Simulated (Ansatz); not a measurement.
# KTaO3 (Pm-3m) in Ansatz: further runs

One crystal, KTaO3, is run at these levels: r2SCAN+D4; tasks: single point, equation of state.

All numbers are computed with Ansatz 0.2.0; they aren't measurements. Logs are shortened: lines on timing, memory, paths and dates and some standing lists are left out, and cuts for length are marked.

### Step 1. The crystal as given

The structure is cubic, space group Pm-3m (No. 221). The conventional cell has a = 3.988 Å, b = 3.988 Å, c = 3.988 Å, α = 90.00°, β = 90.00°, γ = 90.00°. Ta (site symmetry m-3m) has 6 O at 1.99 Å as nearest neighbours. K (site symmetry m-3m) is surrounded by 12 O at 2.82 Å. O (site symmetry 4/mmm) is surrounded by 2 Ta at 1.99 Å.

### Step 2. Single point, r2SCAN+D4, 11.93 Å³/atom (volume scaled by 0.94)

The input, input.yaml:

```yaml
crystal:
  lattice:
    - [3.9068832774, 0.0, 0.0]
    - [0.0, 3.9068832774, 0.0]
    - [0.0, 0.0, 3.9068832774]
  atoms:
    - { symbol: Ta, position: [0.0, 0.0, 0.0] }
    - { symbol: K, position: [0.5, 0.5, 0.5] }
    - { symbol: O, position: [0.0, 0.0, 0.5] }
    - { symbol: O, position: [0.0, 0.5, 0.0] }
    - { symbol: O, position: [0.5, 0.0, 0.0] }
hamiltonian:
  xc: r2scan
  pseudopotentials: { kind: paw }
  dispersion: d4
kpoints:
  mp_grid: { grid: [7, 7, 7] }
scf:
  occupations: { method: fermi_dirac, width: 0.05 }
output:
  forces: true
  stress: true
  eigenvalues: true
```

Potentials or basis: Ansatz PAW.

Command:

```console
$ ansatz run input.yaml --threads 2 --pin off --max-ram 5120MiB --backend cpu --events-out ev --progress --plain --runs-dir out
```

Output:

```text
Warning: RAYON_NUM_THREADS=2 ignored (pool sized by the plan → 2); use --threads N
Engine: ansatz 0.2.0, aarch64-unknown-linux-gnu
Pseudopotentials: kind: paw
Pseudopotential: Ta, paw, valence charge 13, recommended cutoff 500 eV (meta_gga), Ta.paw.azcp
Pseudopotential: K, paw, valence charge 9, recommended cutoff 500 eV (meta_gga), K.paw.azcp
Pseudopotential: O, paw, valence charge 6, recommended cutoff 500 eV (meta_gga), O.paw.azcp
Functional definition: r2SCAN
  parameter k0 = 0.174
  parameter k1 = 0.065
  parameter a1 = 4.9479
  exchange = r2scan_x(k0 = k0, k1 = k1, a1 = a1)
  correlation = r2scan_c
Crystal: 5 atoms, lattice volume = 59.634 Å³
Basis set: ecut = 500 eV, 1503 PW (Γ), exchange–correlation on 120×120×120 points (64 copies of the dense FFT grid, shifted against one another)
Bands: 25, of which v1, the nominal top of the filled ones, is band 20 counted from 1 (19 counted from 0)
Symmetry: 48 space group operations
Space group: Pm-3m (ITA 221), of the structure as read, at distance tolerance 3.9e-5 Å
k-points: 20 of 343
Non-local potential: Ta, projectors of the file, l = 0: 3, l = 1: 2, l = 2: 2, l = 3: 1
Non-local potential: K, projectors of the file, l = 0: 3, l = 1: 2, l = 2: 2
Non-local potential: O, projectors of the file, l = 0: 2, l = 1: 2, l = 2: 1
PAW form: soft (Blöchl's): semilocal exchange-correlation on the pseudo side does not see the compensation charge
PAW frozen core: Ta, regenerated for the run's functional (the file was generated under x = pbe(κ = 0.804, μ = 0.2195149727645171), c = pbe(β = 0.06672455060314922))
PAW frozen core: K, regenerated for the run's functional (the file was generated under x = pbe(κ = 0.804, μ = 0.2195149727645171), c = pbe(β = 0.06672455060314922))
PAW frozen core: O, regenerated for the run's functional (the file was generated under x = pbe(κ = 0.804, μ = 0.2195149727645171), c = pbe(β = 0.06672455060314922))
PAW one-centre angular grid: Ta, 590 points (default); XC on 160 Gauss nodes
PAW one-centre angular grid: K, 302 points (default); XC on 160 Gauss nodes
PAW one-centre angular grid: O, 302 points (default); XC on 160 Gauss nodes
Initial density: superposition of atomic densities (neutral atoms: chi_scale 0, normalization atom), corrected by the library's trained network
Initial wavefunctions: pseudopotential atomic-orbital guess
Functional: x = r2scan, c = r2scan; τ floored in thin density (d = 2e-4 eV/Å³)
SCF iter   1: F=—  HF=-13199.451238 eV  |F-HF|=—  |Δ(HF+E_count)|=         —  Δρ=9.88e-3  dr2=6.19e-2  dr2_τ=2.89e-1  ethr=1.77e-3  ⟨swp⟩=6.2  Hψ=2495  notcnv=0
preconditioner: auto → Resta (q_TF=auto, 2.553 Å⁻¹)  ε∞=4.2  [insulator: Δε(μ)=3.046 eV  Ē_g=14.706 eV  σ=0.050 eV  W_gap=1.00  n_scr=18 (ndim 8)  ℏωp=26.3 eV  f_vac=0.010  D(μ)=0.00/eV (n_scr^D=0)  ε∞_Penn≈4.2]
SCF iter   2: F=—  HF=-13199.533584 eV  |F-HF|=—  |Δ(HF+E_count)|=   8.23e-2  Δρ=5.06e-3  dr2=7.00e-3  dr2_τ=2.73e-3  ethr=1.55e-4  ⟨swp⟩=2.0  Hψ=1040  notcnv=0  defer=20
SCF iter   3: F=—  HF=-13199.533735 eV  |F-HF|=—  |Δ(HF+E_count)|=   1.51e-4  Δρ=1.91e-3  dr2=1.14e-3  dr2_τ=1.48e-4  ethr=1.75e-5  ⟨swp⟩=1.0  Hψ=480  notcnv=0  defer=20
SCF iter   4: F=—  HF=-13199.533741 eV  |F-HF|=—  |Δ(HF+E_count)|=   6.56e-6  Δρ=2.26e-4  dr2=1.41e-5  dr2_τ=4.11e-6  ethr=2.86e-6  ⟨swp⟩=2.0  Hψ=856  notcnv=0  defer=20
SCF iter   5: F=—  HF=-13199.533752 eV  |F-HF|=—  |Δ(HF+E_count)|=   1.08e-5  Δρ=4.66e-5  dr2=9.71e-7  dr2_τ=1.54e-7  ethr=3.52e-8  ⟨swp⟩=2.9  Hψ=882  notcnv=0  defer=20
SCF iter   6: F=-13199.533753 eV  HF=-13199.533753 eV  |F-HF|=2.87e-8  |Δ(HF+E_count)|=   5.24e-7  Δρ=1.16e-5  dr2=7.66e-8  dr2_τ=4.98e-9  ethr=2.50e-10  ⟨swp⟩=9.9  Hψ=2533  notcnv=0
SCF 1 converged in 6 iterations: F = -13199.533753 eV  dr2 = 7.66e-8
SCF converged after 6 iterations
Free energy (F): -13199.533753 eV
Harris-Foulkes:  -13199.533753 eV  (|F-HF|=2.87e-8)
Internal energy: -13199.533753 eV  (E = F + TS)
E sigma→0 (E₀):  -13199.533753 eV
Fermi energy:    10.675421 eV
--- Per-component energies (eV) ---
  E_band       = -253.483362
  E_kinetic    = 1157.760234
  E_local      = -2146.827011  (includes V_loc(G=0)·N_el)
  E_nonlocal   = 170.054727
  E_hartree    = 755.469904
  E_xc         = -562.049557
  E_vxc        = -729.245893  (∫ρ·V_xc dr)
  E_paw        = -9692.443293  (= ΣΔE_a)
  E_vpaw       = -258.347556  (= ΣTr[D̂ρ^β])
  E_aug_tail   = 0.003403  (compensation charges beyond the density's cutoff)
  E_vtau       = 42.172788  (kinetic-family band-sum trace: ∫τ·v_τ [+ j·A + Jᵃ·Aᵃ] dr)
  E_ewald      = -2880.132085
  E_disp       = -0.321787  (pairwise vdW)
  E_core_change = -1.048288  (= ΣΔE_core)
  E_smearing   = -0.000000  (= −TS)
  E_closure    = 0.000000  (closes the sum)
  Σ components = -13199.533753   (vs F -13199.533753, Δ=0.00e0)
--- Forces (eV/Å), atoms counted from 1 ---
  atom   1  Ta    -0.00000000     0.00000000     0.00000000
  atom   2  K      0.00000000    -0.00000000     0.00000000
  atom   3  O      0.00000000     0.00000000     0.00000000
  atom   4  O      0.00000000    -0.00000000     0.00000000
  atom   5  O     -0.00000000    -0.00000000     0.00000000
  max |Σ_I F_I| component: 4.39e-29 eV/Å
--- Stress (GPa, compression-positive) ---
       14.305011       0.000000       0.000000
       -0.000000      14.305011       0.000000
       -0.000000      -0.000000      14.305011
  P = ⅓ Tr σ = 14.3050 GPa (143.050 kbar)
--- Band table (eV; the first three rows and the last of 20) ---
  k-point 0: bands = ["-59.6489", "-25.5592", "-25.5592", "-25.5592", "-19.0385", "-9.4700", "-8.8098", "-8.8098", "-1.8412", "-1.8412", "-1.8412", "6.8353", "6.8353", "6.8353", "8.0871", "8.0871", "8.0871", "8.6730", "8.6730", "8.6730", "12.0592", "12.0592", "12.0592", "17.2139", "17.2258"]
  k-point 1: bands = ["-59.6487", "-25.5852", "-25.5582", "-25.5582", "-19.0310", "-9.4132", "-8.8048", "-8.6651", "-1.8322", "-1.8322", "-1.8078", "6.3200", "6.7980", "6.7980", "7.7915", "7.7915", "7.9845", "8.0641", "8.5714", "8.5714", "12.0923", "12.7044", "12.7044", "17.2357", "17.5483"]
  k-point 2: bands = ["-59.6484", "-25.6430", "-25.5560", "-25.5560", "-19.0143", "-9.3828", "-8.7938", "-8.1951", "-1.8117", "-1.8117", "-1.7317", "4.8764", "6.7007", "6.7007", "7.2427", "7.2427", "7.3750", "7.7663", "8.4765", "8.4765", "12.1687", "13.9952", "13.9952", "17.2506", "18.3516"]
  k-point 19: bands = ["-59.6469", "-25.6762", "-25.6760", "-25.6760", "-18.9641", "-7.7484", "-7.6887", "-7.6887", "-2.1357", "-2.1357", "-2.0825", "3.6316", "3.6316", "3.8167", "5.1101", "5.2073", "5.2073", "9.1511", "9.1511", "9.2066", "16.5145", "16.5818", "16.5818", "19.3799", "19.3799"]
```

Run time: 2.9 s. Hardware: 2 threads of Arm Neoverse V1, shared host; peak memory 0.49 GiB.

Results:

```yaml
Free_energy: -13199.5338 eV
Pressure: 14.3 GPa
Band_gap_on_the_k_mesh: 2.85 eV, indirect (least direct gap 3.39 eV)
```

Caveat: odd divisions of the mesh miss points on the zone boundary, where band edges often lie, so the gap on the mesh can be too wide; spin-orbit coupling is left out, which moves the levels of the heavy elements; the PAW data sets come from PBE, with cores solved anew for the run's functional, which leaves a small shift of forces and pressure.

### Step 3. Single point, r2SCAN+D4, 12.18 Å³/atom (volume scaled by 0.96)

Changes to input.yaml since step 2:

```diff
@@ -2,5 +2,5 @@
   lattice:
-    - [3.9068832774, 0.0, 0.0]
-    - [0.0, 3.9068832774, 0.0]
-    - [0.0, 0.0, 3.9068832774]
+    - [3.9343974464, 0.0, 0.0]
+    - [0.0, 3.9343974464, 0.0]
+    - [0.0, 0.0, 3.9343974464]
   atoms:
@@ -23 +23,5 @@
   eigenvalues: true
+  write_density: true
+  write_potential: true
+  elf: true
+  volumetric_format: npy
```

Potentials or basis: Ansatz PAW.

Command:

```console
$ ansatz run input.yaml --threads 2 --pin off --max-ram 5120MiB --backend cpu --events-out ev --progress --plain --runs-dir out
```

It took 3.7 s on 2 threads of Arm Neoverse V1, shared host; peak memory 0.49 GiB.

The run converged. Its results:

```
Free energy            : -13199.6249 eV
Pressure               : 8.8 GPa
Band gap on the k mesh : 2.80 eV, indirect (least direct gap 3.35 eV)
```

Caveat: odd divisions of the mesh miss points on the zone boundary, where band edges often lie, so the gap on the mesh can be too wide; spin-orbit coupling is left out, which moves the levels of the heavy elements; the PAW data sets come from PBE, with cores solved anew for the run's functional, which leaves a small shift of forces and pressure.

### Step 4. Single point, r2SCAN+D4, 12.43 Å³/atom (volume scaled by 0.98)

Changes to input.yaml since step 3:

```diff
@@ -2,5 +2,5 @@
   lattice:
-    - [3.9343974464, 0.0, 0.0]
-    - [0.0, 3.9343974464, 0.0]
-    - [0.0, 0.0, 3.9343974464]
+    - [3.9615320794, 0.0, 0.0]
+    - [0.0, 3.9615320794, 0.0]
+    - [0.0, 0.0, 3.9615320794]
   atoms:
```

Command:

```console
$ ansatz run input.yaml --threads 2 --pin off --max-ram 5120MiB --backend cpu --events-out ev --progress --plain --runs-dir out
```

It took 3.7 s on 2 threads of Arm Neoverse V1, shared host; peak memory 0.5 GiB.

Results (log left out):

| Property | Result |
| --- | --- |
| Free energy | -13199.6751 eV |
| Pressure | 3.9 GPa |
| Band gap on the k mesh | 2.74 eV, indirect (least direct gap 3.31 eV) |

Caveat: odd divisions of the mesh miss points on the zone boundary, where band edges often lie, so the gap on the mesh can be too wide; spin-orbit coupling is left out, which moves the levels of the heavy elements; the PAW data sets come from PBE, with cores solved anew for the run's functional, which leaves a small shift of forces and pressure.

### Step 5. Single point, r2SCAN+D4, 12.69 Å³/atom

Changes to input.yaml since step 4:

```diff
@@ -2,5 +2,5 @@
   lattice:
-    - [3.9615320794, 0.0, 0.0]
-    - [0.0, 3.9615320794, 0.0]
-    - [0.0, 0.0, 3.9615320794]
+    - [3.9883, 0.0, 0.0]
+    - [0.0, 3.9883, 0.0]
+    - [0.0, 0.0, 3.9883]
   atoms:
@@ -23,5 +23 @@
   eigenvalues: true
-  write_density: true
-  write_potential: true
-  elf: true
-  volumetric_format: npy
```

Command:

```console
$ ansatz run input.yaml --threads 2 --pin off --max-ram 5120MiB --backend cpu --events-out ev --progress --plain --runs-dir out
```

Wall time 3 s (2 threads of Arm Neoverse V1, shared host); peak memory 0.5 GiB.

It converged, with:

```yaml
Free_energy: -13199.6884 eV
Pressure: -0.5 GPa
Band_gap_on_the_k_mesh: 2.69 eV, indirect (least direct gap 3.27 eV)
```

Caveat: odd divisions of the mesh miss points on the zone boundary, where band edges often lie, so the gap on the mesh can be too wide; spin-orbit coupling is left out, which moves the levels of the heavy elements; the PAW data sets come from PBE, with cores solved anew for the run's functional, which leaves a small shift of forces and pressure.

### Step 6. Single point, r2SCAN+D4, 12.94 Å³/atom (volume scaled by 1.02)

Changes to input.yaml since step 5:

```diff
@@ -2,5 +2,5 @@
   lattice:
-    - [3.9883, 0.0, 0.0]
-    - [0.0, 3.9883, 0.0]
-    - [0.0, 0.0, 3.9883]
+    - [4.0147133525, 0.0, 0.0]
+    - [0.0, 4.0147133525, 0.0]
+    - [0.0, 0.0, 4.0147133525]
   atoms:
```

Potentials or basis: Ansatz PAW.

Command:

```console
$ ansatz run input.yaml --threads 2 --pin off --max-ram 5120MiB --backend cpu --events-out ev --progress --plain --runs-dir out
```

It took 3.1 s on 2 threads of Arm Neoverse V1, shared host; peak memory 0.49 GiB.

The run converged. Its results:

```
Free energy            : -13199.6686 eV
Pressure               : -4.4 GPa
Band gap on the k mesh : 2.64 eV, indirect (least direct gap 3.22 eV)
```

Caveat: odd divisions of the mesh miss points on the zone boundary, where band edges often lie, so the gap on the mesh can be too wide; spin-orbit coupling is left out, which moves the levels of the heavy elements; the PAW data sets come from PBE, with cores solved anew for the run's functional, which leaves a small shift of forces and pressure.

### Step 7. Single point, r2SCAN+D4, 13.20 Å³/atom (volume scaled by 1.04)

Changes to input.yaml since step 6:

```diff
@@ -2,5 +2,5 @@
   lattice:
-    - [4.0147133525, 0.0, 0.0]
-    - [0.0, 4.0147133525, 0.0]
-    - [0.0, 0.0, 4.0147133525]
+    - [4.0407836503, 0.0, 0.0]
+    - [0.0, 4.0407836503, 0.0]
+    - [0.0, 0.0, 4.0407836503]
   atoms:
@@ -23 +23,5 @@
   eigenvalues: true
+  write_density: true
+  write_potential: true
+  elf: true
+  volumetric_format: npy
```

Command:

```console
$ ansatz run input.yaml --threads 2 --pin off --max-ram 5120MiB --backend cpu --events-out ev --progress --plain --runs-dir out
```

Run time: 3.8 s. Hardware: 2 threads of Arm Neoverse V1, shared host; peak memory 0.5 GiB.

It converged, with:

| Quantity | Value |
| --- | --- |
| Free energy | -13199.6191 eV |
| Pressure | -8.0 GPa |
| Band gap on the k mesh | 2.58 eV, indirect (least direct gap 3.18 eV) |

Caveat: odd divisions of the mesh miss points on the zone boundary, where band edges often lie, so the gap on the mesh can be too wide; spin-orbit coupling is left out, which moves the levels of the heavy elements; the PAW data sets come from PBE, with cores solved anew for the run's functional, which leaves a small shift of forces and pressure.

### Step 8. Single point, r2SCAN+D4, 13.45 Å³/atom (volume scaled by 1.06)

Changes to input.yaml since step 7:

```diff
@@ -2,5 +2,5 @@
   lattice:
-    - [4.0407836503, 0.0, 0.0]
-    - [0.0, 4.0407836503, 0.0]
-    - [0.0, 0.0, 4.0407836503]
+    - [4.0665218197, 0.0, 0.0]
+    - [0.0, 4.0665218197, 0.0]
+    - [0.0, 0.0, 4.0665218197]
   atoms:
@@ -23,5 +23 @@
   eigenvalues: true
-  write_density: true
-  write_potential: true
-  elf: true
-  volumetric_format: npy
```

Command:

```console
$ ansatz run input.yaml --threads 2 --pin off --max-ram 5120MiB --backend cpu --events-out ev --progress --plain --runs-dir out
```

Run time: 3.1 s. Hardware: 2 threads of Arm Neoverse V1, shared host; peak memory 0.49 GiB.

Results (log left out):

* Free energy: -13199.5430 eV
* Pressure: -11.2 GPa
* Band gap on the k mesh: 2.53 eV, indirect (least direct gap 3.13 eV)

Caveat: odd divisions of the mesh miss points on the zone boundary, where band edges often lie, so the gap on the mesh can be too wide; spin-orbit coupling is left out, which moves the levels of the heavy elements; the PAW data sets come from PBE, with cores solved anew for the run's functional, which leaves a small shift of forces and pressure.

### Step 9. Equation of state, r2SCAN+D4

Potentials or basis: Ansatz PAW.

This step only gathers the single runs of the series.

What came out:

```
Equilibrium volume                      : 12.66 Å³/atom
Bulk modulus                            : 211 GPa
Pressure derivative of the bulk modulus : 4.4
```

Energy against volume, from the lowest point:
| volume (Å³/atom) | energy (meV/atom) |
| --- | --- |
| 11.927 | 30.92 |
| 12.180 | 12.69 |
| 12.434 | 2.65 |
| 12.688 | 0.00 |
| 12.942 | 3.96 |
| 13.196 | 13.86 |
| 13.449 | 29.08 |

Caveat: the PAW data sets were made with another functional, which shifts forces and pressure a little. Spin-orbit coupling is left out, which matters for the levels of Ta.
